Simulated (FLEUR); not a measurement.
The system is SnSe.

```
CELL_PARAMETERS angstrom
11.42000 0.00000 0.00000
0.00000 4.19000 0.00000
0.00000 0.00000 4.46000
ATOMIC_POSITIONS crystal
Sn 0.87700 0.75000 0.90900
Sn 0.62300 0.25000 0.40900
Sn 0.37700 0.75000 0.59100
Sn 0.12300 0.25000 0.09100
Se 0.64300 0.75000 0.98400
Se 0.85700 0.25000 0.48400
Se 0.14300 0.75000 0.51600
Se 0.35700 0.25000 0.01600
```

Base run:

| Property | Result |
| --- | --- |
| Program | FLEUR MaX-R8.1 (later development tree) |
| Functional | LDA (Moruzzi-Janak-Williams) |
| Potentials or basis | all-electron |
| Basis | FLAPW |
| Kmax | 4.28 1/bohr |
| k mesh | 3 × 6 × 6 |
| Occupations | fermi-dirac, width 0.05 eV |
| Spin | no spin polarisation |

Its results: band gap on the k mesh 0.47 eV, indirect (least direct gap 0.66 eV).

**Question.** The run is repeated on the same cell with these changes: functional from LDA (Moruzzi-Janak-Williams) to PW91. What comes out?

**Answer.** Band gap on the k mesh 0.55 eV, indirect (least direct gap 0.72 eV).

Caveats: spin-orbit coupling is left out, which moves the levels of the heavy elements.

A k mesh can miss the band edges.
